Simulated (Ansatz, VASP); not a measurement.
## One calculation of Pt, two programs

INCAR

```
PREC = Accurate ; ENCUT = 520
EDIFF = 1E-6 ; ISMEAR = 0
SIGMA = 0.15 ; LREAL = F
LASPH = T ; NELM = 80
ALGO = Normal ; ISIF = 2
LWAVE = F ; LCHARG = F
GGA = PE ; NBANDS = 17
```

Contents of KPOINTS:

```
Automatic mesh
0
Gamma
  18 18 10
```

Contents of POSCAR:

```
Pt
1.0
    2.8068000000      0.0000000000      0.0000000000
   -1.4034000000      2.4307601033      0.0000000000
    0.0000000000      0.0000000000      4.7813829983
Pt
2
Direct
    0.6666666667      0.3333333333      0.7500000000
    0.3333333333      0.6666666667      0.2500000000
```

Input for Ansatz:

```yaml
crystal:
  lattice:
    - [2.8068, 0.0, 0.0]
    - [-1.4034, 2.4307601033, 0.0]
    - [0.0, 0.0, 4.7813829983]
  atoms:
    - { symbol: Pt, position: [0.6666666667, 0.3333333333, 0.75] }
    - { symbol: Pt, position: [0.3333333333, 0.6666666667, 0.25] }
basis:
  ecutwfc: 420
kpoints:
  mp_grid: { grid: [18, 18, 10] }
hamiltonian:
  xc: pbe
scf:
  occupations: { method: gaussian, width: 0.15 }
output:
  forces: true
  stress: true
  eigenvalues: true
```

Alike in both runs: task single point; functional PBE; k mesh 18 × 18 × 10; occupations gaussian, width 0.15 eV; no spin polarisation.

```csv
,VASP,Ansatz
version,VASP 6.6.1,Ansatz 0.2.0
potentials or method,"VASP PAW PBE potentials, release 64 (Pt)","scalar-relativistic, plane waves, PAW"
plane-wave cutoff (eV),520,420
valence electrons in the cell,20,36
```

Ansatz gave:

- gap on the k mesh at the Fermi level (eV): none
- pressure (GPa): -7.8
- largest component of the traceless stress (GPa): 2.04

Question: What did VASP give for the same quantities?

Answer: gap on the k mesh at the Fermi level (eV): none; pressure (GPa): -8.3; largest component of the traceless stress (GPa): 1.94.

A gap of «none» marks a metal or a gap that the smearing closes. The functional is the same, so the differences come from potentials, cutoffs and numerics. The two sets of potentials don't hold the same shells in valence.

Spin-orbit coupling is left out, which matters for the levels of Pt.
